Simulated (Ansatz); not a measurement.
# NaH: the band gap up the ladder of functionals

One table from this session's results is given with a row withheld; the runs are named, their logs left out.

Code: Ansatz 0.2.0. PAW datasets, plane waves. Spin-unpolarised throughout; all numbers are computed.

## The structure to begin with

The cell was relaxed beforehand with r2SCAN.

It is cubic, Fm-3m (No. 225); a = 4.795 Å in the conventional setting, 13.78 Å³ an atom. Near Na stand 6 H at 2.40 Å; near H stand 6 Na at 2.40 Å.

Coordinates:

```
Na H
1.0
     0.00000    2.39751    2.39751
     2.39751    0.00000    2.39751
     2.39751    2.39751    0.00000
Na H
1 1
Direct
  0.00000 0.00000 0.00000
  0.50000 0.50000 0.50000
```

Set-up of the first run:

File input.yaml:

```yaml
crystal:
  lattice:
    - [0.0, 2.3975126521, 2.3975126521]
    - [2.3975126521, 0.0, 2.3975126521]
    - [2.3975126521, 2.3975126521, 0.0]
  atoms:
    - { symbol: Na, position: [0.0, 0.0, 0.0] }
    - { symbol: H, position: [0.5, 0.5, 0.5] }
kpoints:
  mp_grid: { grid: [10, 10, 10] }
  band_path:
    path:
      - [[0.0, 0.0, 0.0], [0.5, 4.236344494187e-17, 0.5], [0.625, 0.25, 0.625]]
      - [[0.375, 0.375, 0.75], [0.0, 0.0, 0.0], [0.5, 0.5, 0.5], [0.5, 0.25, 0.75], [0.5, 4.236344494187e-17, 0.5]]
    npoints: 10
hamiltonian:
  xc: pbe
scf:
  occupations: { method: fermi_dirac, width: 0.02 }
  n_extra_bands: 4
output:
  forces: true
  stress: true
  eigenvalues: true
```

Started as:

```console
ansatz run input.yaml --threads 2 --pin off --max-ram 29491MiB --backend cpu --events-out ev --progress --plain --runs-dir out
```

Among the steps run: PBE band path; r2SCAN; HSE06; Single point with PBE0; LDA; G0W0 on PBE; Single point with DDH-PBE0; Hartree-Fock at the same geometry; r2SCANh.

One of the session's tables, all rows but one given; the rest of the session is left out.

```
                     level  gap (eV)
                       PBE      3.80
                    r2SCAN      4.40
                     HSE06      4.85
                      PBE0      5.58
                       LDA      3.44
 G0W0@PBE (82 empty bands)      5.97
G0W0@PBE (204 empty bands)      6.05
                  DDH-PBE0         ?
              Hartree-Fock     11.70
                   r2SCANh      5.02
```

Estimate the missing values for DDH-PBE0.

The run gave: gap (eV): 6.08. In the column «gap (eV)» it lies between G0W0@PBE (204 empty bands) (6.05) and Hartree-Fock (11.70).

Meshes: PBE 10×10×10, r2SCAN 10×10×10, HSE06 6×6×6, PBE0 6×6×6, LDA 10×10×10, DDH-PBE0 6×6×6, Hartree-Fock 6×6×6, r2SCANh 6×6×6

What this shows: LDA gives the least gap, 3.44 eV, and Hartree-Fock the largest, 11.70 eV. Against G0W0@PBE, PBE is short by 2.25 eV, at 63 % of it, and r2SCAN 73 %. PBE0 lies 0.73 eV above HSE06, which differs from it by screening the long-range exchange. Hartree-Fock lies above G0W0@PBE by 5.7 eV. G0W0 values are finite-basis, finite-mesh values.

Limits of these values: Warnings in the runs' records: stress scf threshold loose, stress exchange threshold loose.
